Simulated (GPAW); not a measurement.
## Ge in GPAW: the effect of functional

Ge:

```
Ge
1.0
     0.00000    2.82891    2.82891
     2.82891    0.00000    2.82891
     2.82891    2.82891    0.00000
Ge
2
Direct
  0.75000 0.75000 0.75000
  0.50000 0.50000 0.50000
```

Alike in all runs:

- Program: GPAW 26.7.0
- Task: dielectric tensor
- Cutoff: 450 eV
- Basis: pw
- k mesh: 7 × 7 × 7
- Occupations: fermi-dirac, width 0.001 eV
- Spin: no spin polarisation

| functional | potentials or basis | dielectric constant (mean) |
| --- | --- | --- |
| LDA | the program's PAW data sets (release 1.2.1) made for this functional | 41.64 |
| AM05 | PAW data sets generated in the run's folder for this functional | ? |
| PBEsol | PAW data sets generated in the run's folder for this functional | 1509.56 |
| RPBE | the program's PAW data sets (release 1.2.1) made for this functional | 34.15 |
| GLLB-SC | the program's PAW data sets (release 1.2.1) made for this functional | 45.33 |

Problem. What does the run with functional AM05 give?

Solution. Dielectric constant 234.54 mean.

Caveats: the long-wavelength limit can be off by a per cent or two; a model potential gives levels but no total energy (some runs); response on these states lacks terms of the Hamiltonian (some runs).

Runs at the PBE level aren't shown here.
